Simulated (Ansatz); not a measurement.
Sb:

```xyz
2
Lattice="0.0000 -2.3712 -2.3712 -2.3712 0.0000 -2.3712 2.3712 2.3712 -4.7425" Properties=species:S:1:pos:R:3 pbc="T T T"
Sb    0.2428    0.1668   -4.9034
Sb    2.1284    2.2045   -4.5816
```

The cell isn't the ideal one: all atoms moved at random, sigma 0.25 Å a component.

Program: Ansatz 0.2.0. Alike in all runs: task band structure; potentials or basis Ansatz PAW; no spin polarisation; cell all atoms moved at random, sigma 0.25 Å a component; k mesh 9 × 9 × 5; smearing fermi-dirac 0.05 eV.

**Question.** Order these runs on this cell by their pressure, lowest first.
A. level LDA; cutoff (eV) 420
B. level r2SCAN; cutoff (eV) 500
C. level revPBE; cutoff (eV) 420
D. level BLYP; cutoff (eV) 420

**Answer.** A (8.2 GPa), B (12.5 GPa), C (14.1 GPa), D (18.5 GPa).

Caveats: the PAW data sets come from PBE, with cores solved anew for the run's functional, which leaves a small shift of forces and pressure.
